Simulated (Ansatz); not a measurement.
Runs of Ansatz 0.2.0 on AlRu. The structure is cubic, space group Pm-3m (No. 221). Conventional cell: a = 2.992 Å, b = 2.992 Å, c = 2.992 Å, α = 90.00°, β = 90.00°, γ = 90.00°. Around Ru (site symmetry m-3m) lie 8 Al at 2.59 Å. Around Al (site symmetry m-3m) lie 8 Ru at 2.59 Å. 

| task | level | cell | cutoff (eV) | points for each segment of the path | gap on the mesh (eV) | pressure (GPa) | relaxed volume (Å³/atom) |
| --- | --- | --- | --- | --- | --- | --- | --- |
| single point | r2SCAN50 | as given | 500 | - | none | -10.7 | - |
| single point | r2SCAN0 | as given | 500 | - | none | (b) | - |
| relaxation of cell and atoms | HSEsol | relaxed | 420 | - | none | 0.0 | (a) |
| band structure | HSEsol | as given | 420 | 4 | none | -6.7 | - |
| single point | HF | as given | 420 | - | none | 0.0 | - |
| relaxation of cell and atoms | HF | relaxed | 420 | - | none | 0.0 | 13.39 |
| single point | r2SCANh | as given | 500 | - | none | -3.2 | - |

Alike in all rows: potentials or basis Ansatz PAW; no spin polarisation; k mesh 5 × 5 × 5; smearing fermi-dirac 0.05 eV; the mesh is coarse, so values aren't converged.

Task: Estimate the missing entries.

Result: (a) 12.98; (b) -5.9.

Caveats: all runs use coarse meshes; the PAW data sets come from PBE, with cores solved anew for the run's functional, which leaves a small shift of forces and pressure; the thresholds are loose for stress (some runs); the plane-wave basis is chosen anew once the cell has moved, so the energies of steps on either side of that aren't comparable (some runs).

A k mesh can miss the band edges, and the runs leave out spin-orbit coupling on Ru.

A gap of «none» marks a metal or a gap under the smearing width.
